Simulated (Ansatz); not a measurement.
## Li under changes of volume

One of the cells (21.609 Å³/atom); the others are scaled copies at fixed shape and fractional positions:

```
Li
1.0
    -1.75465    1.75465    1.75465
     1.75465   -1.75465    1.75465
     1.75465    1.75465   -1.75465
Li
1
Direct
  0.00000 0.00000 0.00000
```

| Item | Value |
| --- | --- |
| Program | Ansatz 0.2.0 |
| Functional | PBE |
| Potentials or basis | SPMS NC |
| Cutoff | 707 eV (not typed: the program's choice for these potentials) |
| k mesh | 11 × 11 × 11 |
| Occupations | fermi-dirac, width 0.05 eV |
| Spin | no spin polarisation |

| volume (Å³/atom) | energy over the lowest point (meV/atom) | pressure (GPa) |
| --- | --- | --- |
| 20.312 | 0.00 | 0.0 |
| 20.744 | ? | ? |
| 21.177 | 1.57 | -0.6 |
| 21.609 | 3.39 | -0.8 |
| 22.041 | 5.82 | -1.0 |
| 22.473 | 8.80 | -1.2 |
| 22.905 | 12.30 | -1.4 |

What does the run at 20.744 Å³/atom give?

Energy over the lowest point 0.41 meV/atom; pressure -0.3 GPa.

Worked out: A Birch-Murnaghan fit of order 3 (a polynomial in V^(-2/3)) to the other rows has its minimum at 20.29 Å³/atom, just outside them, with B0 = V·E''(V) = 14.0 GPa and B' = 3.2. It gives 0.42 meV/atom at 20.744 Å³/atom, against the run's 0.41, and -dE/dV = -0.3 GPa, against -0.3.

Energies are extrapolated to zero smearing.
